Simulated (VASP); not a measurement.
# WC (P-6m2) in VASP: settings compared, part 2 of 2

VASP 6.6.1. Earlier steps stand in the parts before.

### 3 Relaxation of cell and atoms, LDA

This run uses another cell than the first one, of 10.18 Å³/atom, 0.982 times its volume.

The input, INCAR:

```
ALGO = Normal
EDIFF = 1E-7
EDIFFG = -0.005
ENCUT = 600
GGA = CA
IBRION = 2
ISIF = 3
ISMEAR = 1
LASPH = T
LCHARG = F
LREAL = F
LWAVE = F
NELM = 80
NSW = 90
PREC = Accurate
SIGMA = 0.1
```

The input, KPOINTS:

```
k-points
0
Gamma
  15 15 13
```

The input, POSCAR:

```
WC                                      
1.0
    2.8892524228      0.0000000000      0.0000000000
   -1.4446262114      2.5021659999      0.0000000000
   -0.0000000000      0.0000000000      2.8175173352
  W               C             
     1     1
Direct
     0.0000000000000000    0.0000000000000000    0.0000000000000000
     0.6666666699999979    0.3333333300000021    0.5000000000000000
```

Potentials or basis: VASP PAW LDA potentials, release 64 (W_sv, C).

Command:

```sh
> cat potpaw_LDA.64/W_sv/POTCAR potpaw_LDA.64/C/POTCAR > POTCAR
> mpirun -np 1 vasp_std > vasp.out
```

Run time: 34 s. Hardware: 1 thread of Intel Xeon 6975P-C (Granite Rapids), shared host; peak memory 0.19 GiB.

Results (log left out):

```
Free energy                            : -24.7022 eV
Relaxed volume                         : 10.19 Å³/atom
Relaxed cell                           : a = 2.890 Å, b = 2.890 Å, c = 2.818 Å, α = 90.00°, β = 90.00°, γ = 120.00°
Space group after relaxing (to 0.05 Å) : P-6m2 (No. 187)
Energy gained by relaxing              : 0.0 meV/atom
Ionic steps                            : 3
Pressure after relaxing                : 0.0 GPa
Band gap on the k mesh                 : none (metal or under the smearing width)
```

Final structure:
```
W C
1.0
     2.88954    0.00000    0.00000
    -1.44477    2.50241    0.00000
     0.00000    0.00000    2.81786
W C
1 1
Direct
  0.00000 0.00000 0.00000
  0.66667 0.33333 0.50000
```

Levels at points of the mesh, in eV from the Fermi level:
```
           k point  band 7  band 8  band 9  band 10  band 11  band 12
(0.00, 0.00, 0.00)   -3.41   -3.41    0.14     3.28     3.28     5.72
```

The run has no spin-orbit coupling, so splittings on W are missing.

### 4 Relaxation of cell and atoms, PBEsol

The input, INCAR:

```
ALGO = Normal ; EDIFF = 1E-6
EDIFFG = -0.01 ; ENCUT = 600
GGA = PS ; IBRION = 2
ISIF = 3 ; ISMEAR = 1
LASPH = True ; LCHARG = False
LREAL = False ; LWAVE = False
NELM = 80 ; NSW = 90
PREC = Accurate ; SIGMA = 0.1
```

KPOINTS is that of step 3.

The input, POSCAR:

```
WC
1.0
    2.9065000000      0.0000000000      0.0000000000
   -1.4532500000      2.5171028400      0.0000000000
    0.0000000000      0.0000000000      2.8366000000
W C
1 1
Direct
    0.0000000000      0.0000000000      0.0000000000
    0.6666666700      0.3333333300      0.5000000000
```

Potentials or basis: VASP PAW PBE potentials, release 64 (W_sv, C).

Command:

```sh
> cat potpaw_PBE.64/W_sv/POTCAR potpaw_PBE.64/C/POTCAR > POTCAR
> mpirun -np 1 vasp_std > vasp.out
```

OUTCAR:

```text
EDIFF = 1E-6
   EDIFFG = -0.01
   ENCUT = 600
   GGA = PS
   IBRION = 2
   ISIF = 3
   ISMEAR = 1
   LASPH = True
   LREAL = False
   NELM = 80
   NSW = 90
   PREC = Accurate

 ion  position               nearest neighbor table
   1  0.000  0.000  0.000-   2 2.20   2 2.20   2 2.20   2 2.20   2 2.20   2 2.20
   2  0.667  0.333  0.500-   1 2.20   1 2.20   1 2.20   1 2.20   1 2.20   1 2.20

  LATTYP: Found a hexagonal cell.
 ALAT       =     2.9065000000
 C/A-ratio  =     0.9759504559

  Lattice vectors:

 A1 = (   2.9065000000,   0.0000000000,   0.0000000000)
 A2 = (  -1.4532500000,   2.5171028400,   0.0000000000)
 A3 = (   0.0000000000,   0.0000000000,   2.8366000000)

Analysis of symmetry for initial positions (statically):
=====================================================================
 Subroutine PRICEL returns:
[... 263 lines left out ...]

 k-point     1 :       0.0000    0.0000    0.0000
  band No.  band energies     occupation
      1     -62.9067      2.00000
      2     -26.8929      2.00000
      3     -26.7884      2.00000
      4     -26.7884      2.00000
      5      -3.4580      2.00000
      6       6.6522      2.00000
      7       7.6581      2.00000
      8       7.6582      2.00000
      9      11.1373     -0.06230
     10      14.2694      0.00000
     11      14.2694      0.00000
     12      16.7042      0.00000
     13      16.7042      0.00000
[... 354 lines left out ...]
  band No.  band energies     occupation
      1     -62.8418      2.00000
      2     -27.5271      2.00000
      3     -27.1694      2.00000
      4     -26.7692      2.00000
      5       0.4181      2.00000
      6       4.1899      2.00000
      7       6.9142      2.00000
      8       7.5018      2.00000
      9      11.0556      0.16016
     10      12.0960     -0.00000
     11      13.9265      0.00000
     12      15.0975      0.00000
     13      19.6172      0.00000

 [... further k-points ...]
[... 5 lines left out ...]
  --------------------------------------------------------------------------------------
  -------------------------------------------------------------------------------------
  Total       -0.0091844     -0.0091844      0.0107428      0.0000000     -0.0000000      0.0000000
  in kB       -0.7132159     -0.7132159      0.8342362      0.0000000     -0.0000000      0.0000000
  external PRESSURE =      -0.1973985 kB  Pullay stress =       0.0000000 kB
[... 17 lines left out ...]
  FREE ENERGIE OF THE ION-ELECTRON SYSTEM (eV)
  ---------------------------------------------------
  free  energy   TOTEN  =       -23.9013090443 eV

  energy  without entropy=      -23.9012856246  energy(sigma->0) =      -23.90130124

 reached required accuracy - stopping structural energy minimisation
```

CONTCAR:

```text
WC
   1.00000000000000
     2.9012760155734592    0.0000000000000000   -0.0000000000000000
    -1.4506380077867296    2.5125787367566099    0.0000000000000000
     0.0000000000000000   -0.0000000000000000    2.8302844960600257
  W               C
     1     1
Direct
     0.0000000000000000    0.0000000000000000    1.0000000000000000
     0.6666666699999979    0.3333333300000021    0.5000000000000000

  0.00000000E+00  0.00000000E+00  0.00000000E+00
  0.00000000E+00  0.00000000E+00  0.00000000E+00
```

It took 29 s on 1 thread of Intel Xeon 6975P-C (Granite Rapids), shared host; peak memory 0.2 GiB.

Results:

```yaml
Free_energy: -23.9013 eV
Relaxed_volume: 10.32 Å³/atom
Relaxed_cell: a = 2.901 Å, b = 2.901 Å, c = 2.830 Å, α = 90.00°, β = 90.00°, γ = 120.00°
Space_group_after_relaxing_to_0.05_Å: P-6m2 (No. 187)
Energy_gained_by_relaxing: 0.5 meV/atom
Ionic_steps: 3
Pressure_after_relaxing: 0.0 GPa
Band_gap_on_the_k_mesh: none (metal or under the smearing width)
```

The path:
| step | energy change (eV) | largest force (eV/Å) | pressure (GPa) | volume (Å³) |
| --- | --- | --- | --- | --- |
| 1 | 0.0000 | 0.0000 | -2.40 | 20.75 |
| 2 | 0.0067 | 0.0000 | 7.18 | 20.29 |
| 3 | -0.0009 | 0.0000 | -0.02 | 20.63 |

Final structure:
```
W C
1.0
     2.90128    0.00000    0.00000
    -1.45064    2.51258    0.00000
     0.00000    0.00000    2.83028
W C
1 1
Direct
  0.00000 0.00000 0.00000
  0.66667 0.33333 0.50000
```

Levels at points of the mesh, in eV from the Fermi level:
| k point | band 5 | band 6 | band 7 | band 8 | band 9 | band 10 | band 11 | band 12 | band 13 |
| --- | --- | --- | --- | --- | --- | --- | --- | --- | --- |
| (0.00, 0.00, 0.00) | -14.45 | -4.34 | -3.34 | -3.34 | 0.14 | 3.27 | 3.27 | 5.71 | 5.71 |

Caveat: the PAW data sets were made with another functional, which shifts forces and pressure a little.

### 5 Relaxation of cell and atoms, PBEsol

This run uses another cell than the first one, of 10.32 Å³/atom, 0.994 times its volume.

INCAR: that of step 4 with these lines changed.

```diff
@@ -1,3 +1,3 @@
-ALGO = Normal ; EDIFF = 1E-6
-EDIFFG = -0.01 ; ENCUT = 600
+ALGO = Normal ; EDIFF = 1E-7
+EDIFFG = -0.005 ; ENCUT = 600
 GGA = PS ; IBRION = 2
```

KPOINTS is that of step 4.

The input, POSCAR:

```
WC                                      
1.0
    2.9012760156      0.0000000000     -0.0000000000
   -1.4506380078      2.5125787368      0.0000000000
    0.0000000000     -0.0000000000      2.8302844961
  W               C             
     1     1
Direct
     0.0000000000000000    0.0000000000000000    1.0000000000000000
     0.6666666699999979    0.3333333300000021    0.5000000000000000
```

Potentials or basis: VASP PAW PBE potentials, release 64 (W_sv, C).

Command:

```sh
> cat potpaw_PBE.64/W_sv/POTCAR potpaw_PBE.64/C/POTCAR > POTCAR
> mpirun -np 1 vasp_std > vasp.out
```

OUTCAR:

```text
EDIFF = 1E-7
   EDIFFG = -0.005
   ENCUT = 600
   GGA = PS
   IBRION = 2
   ISIF = 3
   ISMEAR = 1
   LASPH = True
   LREAL = False
   NELM = 80
   NSW = 90
   PREC = Accurate

 ion  position               nearest neighbor table
   1  0.000  0.000  0.000-   2 2.19   2 2.19   2 2.19   2 2.19   2 2.19   2 2.19
   2  0.667  0.333  0.500-   1 2.19   1 2.19   1 2.19   1 2.19   1 2.19   1 2.19

  LATTYP: Found a hexagonal cell.
 ALAT       =     2.9012760156
 C/A-ratio  =     0.9755309322

  Lattice vectors:

 A1 = (   2.9012760156,   0.0000000000,   0.0000000000)
 A2 = (  -1.4506380078,   2.5125787368,   0.0000000000)
 A3 = (   0.0000000000,   0.0000000000,   2.8302844961)

Analysis of symmetry for initial positions (statically):
=====================================================================
 Subroutine PRICEL returns:
 Original cell was already a primitive cell.

 Routine SETGRP: Setting up the symmetry group for a
 hexagonal supercell.

 Subroutine GETGRP returns: Found 12 space group operations
 (whereof 12 operations were pure point group operations)
 out of a pool of 24 trial point group operations.

The static configuration has the point symmetry D_3h.

Analysis of symmetry for dynamics (positions and initial velocities):
=====================================================================
 Subroutine PRICEL returns:
 Original cell was already a primitive cell.

 Routine SETGRP: Setting up the symmetry group for a
 hexagonal supercell.

 Subroutine GETGRP returns: Found 12 space group operations
[... 225 lines left out ...]

 number of electron      18.0000001 magnetization

 Free energy of the ion-electron system (eV)
  ---------------------------------------------------
  ext. energy  EPLUGINS =         0.00000000
  ---------------------------------------------------
  free energy    TOTEN  =       -23.90119033 eV

  energy without entropy =      -23.90116830  energy(sigma->0) =      -23.90118299

 E-fermi :  10.9965     XC(G=0): -13.9602

 val. band max:       10.9869351110   @ k =   0.4667   0.0000   0.3846
 cond. band min:      11.0028934905   @ k =   0.1333   0.0000   0.4615
 fundamental gap:      0.0159583795
 Fermi energy:        10.9964789798

 k-point     1 :       0.0000    0.0000    0.0000
  band No.  band energies     occupation
      1     -62.9060      2.00000
      2     -26.8927      2.00000
      3     -26.7872      2.00000
      4     -26.7872      2.00000
      5      -3.4576      2.00000
      6       6.6524      2.00000
      7       7.6602      2.00000
      8       7.6602      2.00000
      9      11.1360     -0.06392
     10      14.2700      0.00000
     11      14.2700      0.00000
     12      16.7044      0.00000
     13      16.7044      0.00000
[... 354 lines left out ...]
  band No.  band energies     occupation
      1     -62.8410      2.00000
      2     -27.5265      2.00000
      3     -27.1685      2.00000
      4     -26.7689      2.00000
      5       0.4195      2.00000
      6       4.1908      2.00000
      7       6.9151      2.00000
      8       7.5001      2.00000
      9      11.0571      0.15417
     10      12.0951     -0.00000
     11      13.9288      0.00000
     12      15.0992      0.00000
     13      19.6183      0.00000

 [... further k-points ...]
[... 5 lines left out ...]
  --------------------------------------------------------------------------------------
  -------------------------------------------------------------------------------------
  Total        0.0026235      0.0026235     -0.0002091     -0.0000000      0.0000000      0.0000000
  in kB        0.2037399      0.2037399     -0.0162401     -0.0000000      0.0000000      0.0000000
  external PRESSURE =       0.1304132 kB  Pullay stress =       0.0000000 kB
[... 17 lines left out ...]
  FREE ENERGIE OF THE ION-ELECTRON SYSTEM (eV)
  ---------------------------------------------------
  free  energy   TOTEN  =       -23.9011903337 eV

  energy  without entropy=      -23.9011683022  energy(sigma->0) =      -23.90118299

 reached required accuracy - stopping structural energy minimisation
```

CONTCAR:

```text
WC
   1.00000000000000
     2.9010185532280386    0.0000000000000000    0.0000000000000000
    -1.4505092766140193    2.5123557678443245    0.0000000000000000
    -0.0000000000000000    0.0000000000000000    2.8306118319127500
  W               C
     1     1
Direct
     0.0000000000000000    0.0000000000000000    0.0000000000000000
     0.6666666699999979    0.3333333300000021    0.5000000000000000

  0.00000000E+00  0.00000000E+00  0.00000000E+00
  0.00000000E+00  0.00000000E+00  0.00000000E+00
```

It took 26 s on 1 thread of Intel Xeon 6975P-C (Granite Rapids), shared host; peak memory 0.19 GiB.

What came out:

```
Free energy               : -23.9012 eV
Energy gained by relaxing : 0.0 meV/atom
Ionic steps               : 3
Pressure after relaxing   : 0.0 GPa
Band gap on the k mesh    : none (metal or under the smearing width)
```

Final structure:
```
W C
1.0
     2.90102    0.00000    0.00000
    -1.45051    2.51236    0.00000
     0.00000    0.00000    2.83061
W C
1 1
Direct
  0.00000 0.00000 0.00000
  0.66667 0.33333 0.50000
```

Levels at points of the mesh, in eV from the Fermi level:
```
           k point  band 6  band 7  band 8  band 9  band 10  band 11  band 12  band 13
(0.00, 0.00, 0.00)   -4.34   -3.34   -3.34    0.14     3.27     3.27     5.71     5.71
```

Caveat: the PAW data sets were made with another functional, which shifts forces and pressure a little. Spin-orbit coupling is left out, which matters for the levels of W.
